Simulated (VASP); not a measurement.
PbSe (Clausthalite):

```
CELL_PARAMETERS angstrom
0.00000 3.05199 3.05199
3.05199 0.00000 3.05199
3.05199 3.05199 0.00000
ATOMIC_POSITIONS crystal
Pb 0.00000 0.00000 0.00000
Se 0.50000 0.50000 0.50000
```

Base run:

| Property | Result |
| --- | --- |
| Program | VASP 6.6.1 |
| Functional | PBE |
| Potentials or basis | VASP PAW PBE potentials, release 64 (Pb_d, Se) |
| Cutoff | 520 eV |
| k mesh | 6 × 6 × 6 |
| Occupations | gaussian, width 0.03 eV |
| Spin | no spin polarisation |

Its results: band gap on the k mesh 0.26 eV, direct; pressure 2.9 GPa.

Problem. After a change of settings the same cell gave: band gap on the k mesh 0.68 eV, direct; pressure 1.7 GPa. Which change was it?
A. functional from PBE to PBE-EpsX
B. functional from PBE to HSE06
C. functional from PBE to PBE0

Solution. B.

HSE06 gives the wider gap, since exact exchange removes part of the self-interaction.

Caveats: spin-orbit coupling is left out, which as a rule narrows the gap of such compounds by several tenths of an eV; the PAW data sets were made with another functional, which shifts forces and pressure a little (some runs).
